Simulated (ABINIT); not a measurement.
Set up this calculation in ABINIT 10.8.3 (patched build), as the native input.

```yaml
Task: single point
Functional: PBE
Potentials_or_basis: SG15 NC PBE v1.2
Cutoff: 381 eV
k_mesh: 4 × 4 × 4
Occupations: fixed
Spin: no spin polarisation
```

Crystal: RbBr.

```
CELL_PARAMETERS angstrom
0.00000 3.42700 3.42700
3.42700 0.00000 3.42700
3.42700 3.42700 0.00000
ATOMIC_POSITIONS crystal
Rb 0.00000 0.00000 0.00000
Br 0.50000 0.50000 0.50000
```

These files were run (other wordings do the same):

run.abi

```
# Pseudopotentials
pp_dirpath "./"
pseudos "Rb_ONCV_PBE-1.2.upf, Br_ONCV_PBE-1.2.upf"

# Structure
acell 3*1.0
rprim
     0.0000000000     6.4760914291     6.4760914291
     6.4760914291     0.0000000000     6.4760914291
     6.4760914291     6.4760914291     0.0000000000
ntypat 2
znucl 37 35
natom 2
typat 1 2
xred
     0.0000000000     0.0000000000     0.0000000000
     0.5000000000     0.5000000000     0.5000000000

# Plane-wave basis
ecut 14.0

# k points
kptopt 1
ngkpt 4 4 4
nshiftk 1
shiftk 0.0 0.0 0.0

# Exchange and correlation
ixc 11

# Bands and occupations
nband 10
occopt 1

# SCF cycle
nstep 100
tolvrs 1.0e-10
diemac 6.0

# Output
iomode 3
prtwf 0
prtden 0
prteig 0
prtebands 0
```

Potentials or basis: SG15 NC PBE v1.2.

Command:

```console
$ mpirun --bind-to none -np 8 abinit run.abi > log 2>&1
```

Results of the run:

The pressure is 1.0 GPa, the band gap on the k mesh is 4.35 eV, direct and the valence electrons inside the program's atomic spheres are Rb 5.99; Br 4.19.

It took 0.8 s on 8 MPI ranks on AMD EPYC 9R45 96-Core Processor (Zen 5), on a shared host, peak memory 0.56 GiB a rank.
